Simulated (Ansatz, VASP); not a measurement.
# One calculation of Zn, two programs

File INCAR:

```
  PREC = Accurate
  ENCUT = 520
  EDIFF = 1E-6
  ISMEAR = -1
  SIGMA = 0.05
  LREAL = False
  LASPH = True
  NELM = 60
  ALGO = Normal
  ISIF = 2
  LWAVE = False
  LCHARG = True
  GGA = PS
  LELF = True
  LVHAR = True
  NBANDS = 12
```

KPOINTS

```
Automatic mesh
0
Gamma
  10 10 10
```

POSCAR

```
Zn
1.0
   -1.5690370000      1.5690370000      1.5062755200
    1.5690370000     -1.5690370000      1.5062755200
    1.5690370000      1.5690370000     -1.5062755200
Zn
1
Direct
    0.0000000000      0.0000000000      0.0000000000
```

input.yaml

```yaml
crystal:
  lattice:
    - [-1.569037, 1.569037, 1.50627552]
    - [1.569037, -1.569037, 1.50627552]
    - [1.569037, 1.569037, -1.50627552]
  atoms:
    - { symbol: Zn, position: [0.0, 0.0, 0.0] }
hamiltonian:
  xc: pbesol
  pseudopotentials: { kind: paw }
kpoints:
  mp_grid: { grid: [10, 10, 10] }
scf:
  occupations: { method: fermi_dirac, width: 0.05 }
output:
  forces: true
  stress: true
  eigenvalues: true
  write_density: true
  write_potential: true
  elf: true
  volumetric_format: npy
```

This isn't the form of Zn at room conditions, which is hcp.

Alike in both runs: task single point; functional PBEsol; k mesh 10 × 10 × 10; occupations fermi-dirac, width 0.05 eV; no spin polarisation.

```csv
,VASP,Ansatz
version,VASP 6.6.1,Ansatz 0.2.0
potentials or method,"VASP PAW PBE potentials, release 64 (Zn)",Ansatz PAW
plane-wave cutoff (eV),520,420
valence electrons in the cell,12,12
```

Ansatz gave:

| Property | Result |
| --- | --- |
| gap on the k mesh at the Fermi level (eV) | none |
| pressure (GPa) | -2.5 |
| largest component of the traceless stress (GPa) | 1.38 |

Question: Which values does VASP return?

Answer: gap on the k mesh at the Fermi level (eV): none; pressure (GPa): -2.0; largest component of the traceless stress (GPa): 1.37.

A gap of «none» marks a metal or a gap that the smearing closes.

Caveats: the PAW data sets were made with another functional, which shifts forces and pressure a little (VASP); the PAW data sets come from PBE, with cores solved anew for the run's functional, which leaves a small shift of forces and pressure (Ansatz).
